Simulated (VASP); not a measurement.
# SiC (Moissanite): zone-centre modes, functional by functional, part 4 of 4

How much do the zone-centre frequencies of SiC (Moissanite) depend on the functional? The starting structure is a measured crystal structure from the Crystallography Open Database.

VASP 6.6.1.

Results so far: LDA B1 (6) 945.8 cm⁻¹; LDA at the measured cell B1 (6) 925.5 cm⁻¹; PBEsol B1 (6) 931.6 cm⁻¹; PBE B1 (6) 919.8 cm⁻¹; PBEsol + D3(BJ) B1 (6) 948.8 cm⁻¹.

## 7. Modes with r2SCAN

Level of this step: r2SCAN; plane waves and PAW (Si, C) (VASP).

r2SCAN adds the kinetic-energy density, costs more than a GGA and is run with LASPH. The cell comes from a relaxation at this level, not shown (123.88 Å³).

Contents of INCAR:

```
SYSTEM = SiC
PREC = Accurate
ENCUT = 520
EDIFF = 1E-08
NELM = 100
ISMEAR = 0
SIGMA = 0.03
LREAL = .FALSE.
ALGO = Normal
METAGGA = R2SCAN
LASPH = .TRUE.
NBANDS = 36
LORBIT = 11
LWAVE = .FALSE.
LCHARG = .FALSE.
KPAR = 16
IBRION = 6
NFREE = 2
POTIM = 0.015
NSW = 1
ISIF = 2
```

Contents of POSCAR:

```
SiC
1.0
    3.0776289979      0.0000000000      0.0000000000
   -1.5388144989      2.6653048956      0.0000000000
    0.0000000000      0.0000000000     15.1026768522
Si C
6 6
Direct
    0.3333333333      0.6666666667      0.8329844289
    0.6666666667      0.3333333333      0.3329844289
    0.6666666667      0.3333333333      0.6664998628
    0.3333333333      0.6666666667      0.1664998628
    0.0000000000      0.0000000000      0.4997233872
    0.0000000000      0.0000000000      0.9997233872
    0.0000000000      0.0000000000      0.8743672540
    0.0000000000      0.0000000000      0.3743672540
    0.3333333333      0.6666666667      0.7079960902
    0.6666666667      0.3333333333      0.2079960902
    0.6666666667      0.3333333333      0.5415289768
    0.3333333333      0.6666666667      0.0415289768
```

Contents of KPOINTS:

```
Automatic mesh
0
Gamma
9 9 2
0 0 0
```

Potentials, in the order of the species: Si and C (PBE family, release 64).

The run is started by

```bash
> mpirun -np 16 vasp_std
```

The program printed:

```text
[banner, memory and clock lines left out]
running   16 mpi-ranks, on    1 nodes
[...]
[... a notice as in an earlier step ...]

 [... a notice as in an earlier step ...]

 LDA part: xc-table for (None), standard interpolation
 POSCAR, INCAR and KPOINTS ok, starting setup
[...]
entering main loop
       N       E                     dE             d eps       ncg     rms          rms(c)
DAV:   1     0.101469345780E+03    0.10147E+03   -0.22379E+04  1728   0.123E+03
DAV:   2    -0.121849772188E+03   -0.22332E+03   -0.20975E+03  2240   0.220E+02
DAV:   3    -0.133795706745E+03   -0.11946E+02   -0.11860E+02  2288   0.480E+01
DAV:   4    -0.133970203047E+03   -0.17450E+00   -0.17416E+00  2224   0.661E+00
[...]
DAV:  14    -0.115963488138E+03   -0.57938E-07   -0.14858E-07  2168   0.182E-03    0.108E-03
DAV:  15    -0.115963488028E+03    0.11051E-06   -0.23572E-08  1544   0.687E-04    0.219E-04
DAV:  16    -0.115963488025E+03    0.23356E-08   -0.40271E-09  1264   0.305E-04
   1 F= -.11596349E+03 E0= -.11596349E+03  d E =-.441112E-21
[... from here on, the cycles between the ionic steps are left out ...]
   2 F= -.11596118E+03 E0= -.11596118E+03  d E =-.337570E-19
   3 F= -.11596118E+03 E0= -.11596118E+03  d E =-.337086E-19
   5 F= -.11595977E+03 E0= -.11595977E+03  d E =-.932636E-21
   7 F= -.11596119E+03 E0= -.11596119E+03  d E =-.344684E-20
   9 F= -.11595972E+03 E0= -.11595972E+03  d E =-.446085E-20
  11 F= -.11596120E+03 E0= -.11596120E+03  d E =-.154448E-19
  13 F= -.11595980E+03 E0= -.11595980E+03  d E =-.643047E-20
  15 F= -.11596123E+03 E0= -.11596123E+03  d E =-.350115E-20
  17 F= -.11596033E+03 E0= -.11596033E+03  d E =-.600960E-23
  19 F= -.11596120E+03 E0= -.11596120E+03  d E =-.178381E-19
  21 F= -.11596030E+03 E0= -.11596030E+03  d E =-.585474E-11
  23 F= -.11596123E+03 E0= -.11596123E+03  d E =-.882000E-20
  24 F= -.11596018E+03 E0= -.11596018E+03  d E =-.689221E-23
  25 F= -.11596027E+03 E0= -.11596027E+03  d E =-.232201E-18
 Finite differences progress:
  Degree of freedom:  12/ 12
  Displacement:        2/  2
  Total:              24/ 24
```

Wall time 19 min (16 MPI ranks of Intel Xeon Platinum 8175M at 2.50GHz (Skylake/Cascade Lake), shared host); peak memory 11 GiB; 5.1 h of CPU time.

OUTCAR, selected parts (step 7):

```text
  Total        0.0669847      0.0669847     -0.1136023      0.0000000      0.0000000      0.0000000
  in kB        0.8663014      0.8663014     -1.4691990      0.0000000      0.0000000      0.0000000
  external PRESSURE =       0.0878013 kB  Pullay stress =       0.0000000 kB

 POSITION                                       TOTAL-FORCE (eV/Angst)
 -----------------------------------------------------------------------------------
     -0.00000      1.77687     12.58029         0.000000      0.000000      0.027471
      1.53881      0.88843      5.02896         0.000000      0.000000      0.014691
      1.53881      0.88843     10.06593         0.000000     -0.000000     -0.169698
     -0.00000      1.77687      2.51459        -0.000000     -0.000000      0.025454
      0.00000      0.00000      7.54716        -0.000000      0.000000     -0.203358
      0.00000      0.00000     15.09850         0.000000      0.000000      0.023786
      0.00000      0.00000     13.20529        -0.000000      0.000000     -0.024908
      0.00000      0.00000      5.65395        -0.000000      0.000000     -0.035650
     -0.00000      1.77687     10.69264        -0.000000      0.000000     -0.032583
      1.53881      0.88843      3.14130        -0.000000      0.000000     -0.025388
      1.53881      0.88843      8.16354        -0.000000      0.000000      0.425832
     -0.00000      1.77687      0.62720        -0.000000      0.000000     -0.025649
 -----------------------------------------------------------------------------------
    total drift:                                0.000000     -0.000000      0.000253

  FREE ENERGIE OF THE ION-ELECTRON SYSTEM (eV)
  ---------------------------------------------------
  free  energy   TOTEN  =      -115.9602745142 eV

  energy  without entropy=     -115.9602745142  energy(sigma->0) =     -115.96027451

[... 1 part as in an earlier step ...]

[... 2 further parts left out ...]
[key lines of the parts left out:]
E-fermi :   8.2284
```

With r2SCAN the modes are at the top B1 (6) 953.6, B1 (5) 947.0 cm⁻¹, at the bottom E2 (2) 151.9, E2 (1) 147.6 cm⁻¹, with 18 more of the listed ones between; the largest shift is +13.5 cm⁻¹, in E2 (3), from LDA.

## 8. Comparison

| run | B1 (6) | B1 (5) | A1 (5) | A1 (4) | E1 (2) | E1 (1) | E2 (2) | E2 (1) | core minutes |
| --- | --- | --- | --- | --- | --- | --- | --- | --- | --- |
| LDA | 945.8 | 938.2 | 887.9 | 883.4 | 234.2 | 228.6 | 146.1 | 141.4 | 118.0 |
| LDA at the measured cell | 925.5 | 918.0 | 868.4 | 864.0 | 234.2 | 228.9 | 145.5 | 141.2 | 113.0 |
| PBEsol | 931.6 | 924.3 | 874.2 | 869.8 | 230.4 | 224.8 | 144.0 | 139.4 | 117.0 |
| PBE | 919.8 | 912.9 | 863.1 | 858.9 | 233.2 | 227.9 | 144.9 | 140.7 | 107.0 |
| PBEsol + D3(BJ) | 948.8 | 941.4 | 890.8 | 886.4 | 230.2 | 224.3 | 144.2 | 139.5 | 103.0 |
| r2SCAN | 953.6 | 947.0 | 895.3 | 890.8 | 245.1 | 240.0 | 151.9 | 147.6 | 308.0 |

Modes are in cm⁻¹, degenerate ones as one, matched between runs by symmetry and order. A number in brackets counts the listed modes of one symmetry from the lowest. The symmetry labels come from an automatic analysis and can be wrong where levels nearly coincide. Between the highest four and the lowest four, 14 more are left out. Core minutes are wall time times ranks of the run shown, on a shared host.

## 9. Outcome

| Property | Result |
| --- | --- |
| B1 (6), LDA | 945.8 cm⁻¹ |
| E2 (1), LDA | 141.4 cm⁻¹ |
| B1 (6), LDA at the measured cell | 925.5 cm⁻¹ |
| E2 (1), LDA at the measured cell | 141.2 cm⁻¹ |
| B1 (6), PBEsol | 931.6 cm⁻¹ |
| E2 (1), PBEsol | 139.4 cm⁻¹ |
| B1 (6), PBE | 919.8 cm⁻¹ |
| E2 (1), PBE | 140.7 cm⁻¹ |
| B1 (6), PBEsol + D3(BJ) | 948.8 cm⁻¹ |
| E2 (1), PBEsol + D3(BJ) | 139.5 cm⁻¹ |
| B1 (6), r2SCAN | 953.6 cm⁻¹ |
| E2 (1), r2SCAN | 147.6 cm⁻¹ |

On the cells relaxed at each level, the B1 (6) mode of SiC (Moissanite), the highest of the listed ones in the run with LDA, lies between 920 cm⁻¹ (PBE) and 954 cm⁻¹ (r2SCAN). On the cells relaxed at each level, the E2 (1) mode of SiC (Moissanite), the lowest of the listed ones in the run with LDA, lies between 139 cm⁻¹ (PBEsol) and 148 cm⁻¹ (r2SCAN). Taking the measured cell, +2.0 % in volume, instead of the one relaxed with LDA moves B1 (6) by -20.3 cm⁻¹. LASPH is on in some of these runs and off in others, which adds a little to the differences. The frequencies are harmonic, and the splitting of polar modes by their long-range field is left out. Further runs on this material are not shown.

[Lines on the potential files, build, host, timing and source positions are cut from VASP's logs without a mark.]

[Logs are printed without paths, hosts, clocks, repeated set-up lines and the standing remarks that a program may print on its own settings, such as how far it seeks lower states.]

[Hosts, paths, dates, database ids (printed as entryN), source tags and the programs' standing remarks are cut or masked in the printed files.]
